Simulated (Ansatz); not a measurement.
**SiO2 (anatase) from LDA to hybrids**

All numbers come from the PAW code Ansatz. Simulation only: spin-unpolarised, and no claim that this is the phase found in nature.

The cell is SiO2 (anatase); cell and atoms were relaxed with r2SCAN. Space group I4_1/amd (No. 141), tetragonal; conventional cell a = 3.490 Å, c = 8.406 Å, 8.53 Å³ an atom. Around Si lie 6 O at 1.76–1.78 Å; around O lie 3 Si at 1.76–1.78 Å.

```yaml
crystal:
  lattice:
    - [-1.74489, 1.74489, 4.20308]
    - [1.74489, -1.74489, 4.20308]
    - [1.74489, 1.74489, -4.20308]
  atoms:
    - { symbol: Si, position: [0.75000, 0.25000, 0.50000] }
    - { symbol: Si, position: [0.00000, 0.00000, 0.00000] }
    - { symbol: O, position: [0.54095, 0.04095, 0.50000] }
    - { symbol: O, position: [0.79095, 0.79095, 0.00000] }
    - { symbol: O, position: [0.20905, 0.20905, 0.00000] }
    - { symbol: O, position: [0.95905, 0.45905, 0.50000] }
```

Relaxed lattice by functional, symmetry kept:

| functional | k mesh | a (Å) | c (Å) | volume (Å³/atom) |
| --- | --- | --- | --- | --- |
| PBE | 10×10×10 | 3.527 | 8.520 | 8.83 |
| r2SCAN | 10×10×10 | 3.490 | 8.406 | 8.53 |
| PBEsol | 10×10×10 | 3.501 | 8.449 | 8.63 |
| LDA | 10×10×10 | 3.470 | 8.384 | 8.41 |

Band edges at fixed r2SCAN geometry:

| level | k mesh | gap (eV) | kind | edges | least direct gap (eV) |
| --- | --- | --- | --- | --- | --- |
| LDA | 10×10×10 | 6.24 | indirect | (-0.005, -0.005, 0.432) → Γ | 7.00 |
| PBE | 10×10×10 | 6.31 | indirect | Γ–X (0.90) → Γ | 7.04 |
| r2SCAN | 10×10×10 | 7.20 | indirect | (-0.005, -0.005, 0.432) → Γ | 7.98 |
| HSE06 | 6×6×6 | 8.37 | indirect | (-0.005, -0.005, 0.432) → Γ | 9.18 |
| DDH-PBE0 | 6×6×6 | 9.83 | indirect | (-0.005, -0.005, 0.432) → Γ | 10.65 |
| PBE0 | 6×6×6 | 9.14 | indirect | (-0.005, -0.005, 0.432) → Γ | 9.95 |
| r2SCAN0 | 6×6×6 | 9.74 | indirect | (-0.005, -0.005, 0.432) → Γ | 10.56 |

PBE: smearing of 0.02 eV; the others have fixed occupations.
Wave cutoffs: 420 eV, 500 eV (r2SCAN, r2SCAN0).
Points off the special ones are mesh points or PBE's searched band edges, reused at the other levels.

With HSE06 the valence top lies at k = (-0.005, -0.005, 0.432) and the conduction bottom at Γ, 8.37 eV higher; the smallest vertical gap, at Γ, is 9.18 eV.

r2SCAN covers 43 % of the step from PBE to HSE06. Among these functionals the gap stays indirect.

Coordinates of k points refer to the reciprocal vectors of the primitive cell of the runs.
